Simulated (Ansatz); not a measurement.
SnO, CsCl type, relaxed with r2SCAN, was run in Ansatz under altered settings. All numbers are computed, without spin polarisation but where a row says otherwise.

```yaml
crystal:
  lattice:
    - [3.10341, 0.00000, 0.00000]
    - [0.00000, 3.10341, 0.00000]
    - [0.00000, 0.00000, 3.10341]
  atoms:
    - { symbol: Sn, position: [0.00000, 0.00000, 0.00000] }
    - { symbol: O, position: [0.50000, 0.50000, 0.50000] }
```

The base run's other keys:
```yaml
kpoints:
  mp_grid: { grid: [4, 4, 4] }
hamiltonian:
  xc: hse06
scf:
  occupations: { method: fixed }
  n_extra_bands: 4
```

It takes 14 iterations with 587 plane waves at 420 eV and 10 k points, and leaves a mean stress of -0.94 GPa. The gap over this mesh is 1.149 eV.

Outcomes, with energy and stress as changes against the base:
```csv
setting,outcome,ΔF (meV/atom),Δ mean stress (GPa),gap on the mesh (eV),iterations
"PBE hybrid, exx coeff 0.35, omega 0.5 1/Å",converged,–,-0.3,0.943,15
"PBE hybrid, exx coeff 0.1, omega 0.1 1/Å",converged,–,+2.3,0.850,10
"PBE hybrid, exx coeff 0.4, omega 0.3 1/Å",converged,–,-1.9,1.221,16
scf.exx.ecutfock_ratio: 1,converged,+23,0.0,1.147,14
scf.occupations: methfessel_paxton 0.2,converged,0.0,0.0,1.149,14
scf.occupations: fermi_dirac 0.05,converged,0.0,0.0,1.149,13
```
A dash marks a value that wasn't obtained or can't be compared. Stress is positive in compression.

- PBE hybrid, exx coeff 0.35, omega 0.5 1/Å. That is 35 % exact exchange, screened with ω = 0.5 1/Å, against HSE06's 25 % screened at 0.208 1/Å. The mean stress moves by -0.3 GPa and the gap on the mesh by -0.206 eV (to 0.943). Totals of different functionals aren't comparable.
- PBE hybrid, exx coeff 0.1, omega 0.1 1/Å. That is 10 % exact exchange, screened with ω = 0.1 1/Å, against HSE06's 25 % screened at 0.208 1/Å. The mean stress moves by +2.3 GPa and the gap on the mesh by -0.298 eV (to 0.850). Totals of different functionals aren't comparable. The program warns that on this mesh the truncation of the exchange isn't bounded, so part of the change can be an error of the mesh.
- PBE hybrid, exx coeff 0.4, omega 0.3 1/Å. That is 40 % exact exchange, screened with ω = 0.3 1/Å, against HSE06's 25 % screened at 0.208 1/Å. The mean stress moves by -1.9 GPa and the gap on the mesh by +0.072 eV (to 1.221). Totals of different functionals aren't comparable.
- scf.exx.ecutfock_ratio: 1. The free energy moves by +23 meV an atom, the mean stress by 0.0 GPa and the gap on the mesh by -0.002 eV (to 1.147). The result is sensitive to this setting.

Within 1 meV an atom, 0.1 GPa and 0.005 eV of the base stay: scf.occupations: methfessel_paxton 0.2; scf.occupations: fermi_dirac 0.05.

No spin-orbit coupling is included; it can move band edges with weight on the heavy atoms by tenths of an eV.

The stress of a hybrid is loosely converged in these runs.

The meshes of the hybrids are coarse, so their gaps aren't converged to the digits shown.
